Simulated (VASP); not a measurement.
Pt, 6 atoms in the cell. The cell holds a slab with vacuum, 6 atoms: a = 2.769 Å, b = 2.769 Å, c = 26.304 Å, α = 90.00°, β = 90.00°, γ = 120.00°. The slab is cut from a database's or a generator's crystal, which needn't be the stable form of the element.

```yaml
Program: VASP 6.6.1
Task: single point
Functional: PBEsol
Potentials_or_basis: VASP PAW PBE potentials, release 64 (Pt)
Cutoff: 520 eV
k_mesh: 15 × 15 × 1
Occupations: methfessel-paxton, width 0.1 eV
Spin: no spin polarisation
Dipole_correction: yes
Further_INCAR_settings: ALGO = Normal; EDIFF = 1e-06
```

Potentials or basis: VASP PAW PBE potentials, release 64 (Pt).

Run with:

```console
$ cat potpaw_PBE.64/Pt/POTCAR > POTCAR
$ mpirun -np 2 vasp_std > vasp.out
```

Hardware: 2 MPI ranks on Intel(R) Xeon(R) Platinum 8259CL CPU @ 2.50GHz (Skylake/Cascade Lake), on a shared host.

Task: How long does it take, and how much memory?

Result: Run time: 3.6 min on 2 MPI ranks on Intel(R) Xeon(R) Platinum 8259CL CPU @ 2.50GHz (Skylake/Cascade Lake), with other jobs on the host, peak memory 0.37 GiB a rank. Counts: scf iterations 32, k points 27.
